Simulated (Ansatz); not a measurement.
The cell of InP is invented: 4-connected net, two elements alternating (P6_222, No. 180). Its size is a rough estimate.

```
In P
1.0
     3.97590    0.00000    0.00000
    -1.98795    3.44323    0.00000
     0.00000    0.00000    8.70735
In P
3 3
Cartesian
  -0.9940 1.7216 1.4512
  0.9940 1.7216 7.2561
  1.9879 0.0000 4.3537
  0.9940 1.7216 2.9024
  1.9879 0.0000 0.0000
  -0.9940 1.7216 5.8049
```

Method: Ansatz, DFT PBE, scalar-relativistic, plane waves, PAW. Cutoff 420 eV, Gaussian smearing, Γ-centred meshes. Cell and atoms relax first on a coarse mesh and then on a finer one. In between, the cell is made exact in the group found at 0.06 Å. In metals the finer mesh still leaves noise of several meV/atom or more. The steps can't lower the symmetry of their start. No spin polarisation.

A guess keeps its type if space group and coordination stay and the shape of the cell changes little (axis ratios within about 15 %, angles within 6°); the volume may change.

**Question.** Does this structure survive the relaxation?

**Answer.** It keeps its type. The symmetry stays P6_222 (No. 180). The volume per atom grows by 19.3 %, from 19.9 to 23.7 Å³. The shortest distance goes from 2.46 Å (In–P) to 2.61 Å (In–P). The ratio c/a of the conventional cell changes by a factor of 1.03. Counting neighbours within 15 % of an atom's shortest distance, the start has In 4, P 4 and the end In 4, P 4.

Energies over the elements count from the elements' standard structures at the same level, with no fitted energy shifts. The references include black phosphorus.

**Question.** At what energy does it end?

**Answer.** −0.07 eV/atom. Whether it is stable depends on the other phases of the system, which aren't compared here.

The last run used a 12×12×4 mesh (in the run's order of axes) for its 6-atom cell and Gaussian smearing of 0.10 eV. The reference form of P is held partly by dispersion forces, which this level lacks. Symmetry constrained the relaxation, so the result can be a saddle point.
